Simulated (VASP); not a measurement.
CdO (Monteponite):

```
Cd O
1.0
     0.00000    2.35240    2.35240
     2.35240    0.00000    2.35240
     2.35240    2.35240    0.00000
Cd O
1 1
Direct
  0.00000 0.00000 0.00000
  0.50000 0.50000 0.50000
```

Program: VASP 6.6.1. Alike in all runs: potentials or basis VASP PAW PBE potentials, release 64 (Cd, O); no spin polarisation; cell as given; cutoff (eV) 520; smearing gaussian 0.03 eV.

Task: Order these runs on this cell by their band gap on the k mesh, lowest first.
A. level HSE06; k mesh 6 × 6 × 6; grid for exact exchange (PRECFOCK) Fast; screening parameter 0.2 1/A
B. level PBE; k mesh 12 × 12 × 12
C. level TB-mBJ; k mesh 12 × 12 × 12

Result: B (metal), A (0.89 eV), C (1.42 eV).

Caveats: this crystal is a semiconductor, whose small gap the functional closes, so the metal is an error of the method (some runs).

